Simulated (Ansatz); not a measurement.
# PbTe and the effect of the dispersion correction

The cell as given:

```cif
data_structure
_symmetry_space_group_name_H-M 'P 1'
_symmetry_Int_Tables_number 1
_cell_length_a 4.5693
_cell_length_b 4.5693
_cell_length_c 4.5693
_cell_angle_alpha 60.000
_cell_angle_beta 60.000
_cell_angle_gamma 60.000
_cell_volume 67.46
loop_
_atom_site_label
_atom_site_type_symbol
_atom_site_fract_x
_atom_site_fract_y
_atom_site_fract_z
_atom_site_occupancy
Pb1 Pb 0.00000 0.00000 0.00000 1
Te1 Te 0.50000 0.50000 0.50000 1
```

Kept alike: task relaxation of cell and atoms; functional PBEsol; k mesh 7 × 7 × 7; occupations fermi-dirac, width 0.05 eV; no spin polarisation. Program: Ansatz, Ansatz PAW, cutoff 420 eV. The mesh is that of the run's cell of 2 atoms. No spin-orbit coupling.

```csv
dispersion correction,volume (Å³/atom)
D3(BJ),31.992
D3(BJ)-ATM,32.123
D4,32.616
none,33.415
```

The relaxations keep at least the cell's symmetry (Fm-3m). Relaxations stop with a little pressure left, so the last digits of a volume or edge aren't settled. All rows use potentials made for PBE.

Question: What does the dispersion correction change here?

Answer: The volume runs from 31.992 (D3(BJ)) to 33.415 Å³/atom (none). Against no correction: D3(BJ) -4.3 %; D3(BJ)-ATM -3.9 %; D4 -2.4 %. Dispersion terms mostly attract and so lower the volume; the schemes' coefficients and damping set how far. Measured: 33.71 Å³/atom at 300 K (pmc:10701875, doi:10.1021/acsomega.3c06502); nearest none, 0.29 Å³/atom off. The runs are for a static lattice.
